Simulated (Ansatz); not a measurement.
# Property card for Ag

Theory: DFT PBEsol, scalar-relativistic, plane waves, PAW in Ansatz.

Cutoff 420 eV; k points 18×18×4 on the computed 4-atom cell (Γ-centred); Gaussian smearing, width 0.10 eV; no spin polarisation.

The structure is relaxed at this level of theory with its symmetry kept. This form isn't the element's structure at ambient conditions.

Space group P6_3/mmc (No. 194). a = 2.871 Å, b = 2.871 Å, c = 9.338 Å, α = 90.00°, β = 90.00°, γ = 120.00°
```json
{"atom": "Ag", "site": "2c", "symmetry": "-6m2", "x": "0.3333", "y": "0.6667", "z": "0.2500"}
{"atom": "Ag", "site": "2a", "symmetry": "-3m.", "x": "0.0000", "y": "0.0000", "z": "0.0000"}
```

Q: Formation energy from the elements' standard states (uncorrected)?

A: +0.005 eV/atom.

Q: Density of states at the Fermi level?

A: 1.10 states/eV per cell.

Q: Bulk modulus?

A: 119 GPa.

Q: Its pressure derivative?

A: 5.7.

Q: Bader charges (e)?

A: Ag (2 in the cell) 0.00, Ag (2 in the cell) 0.00.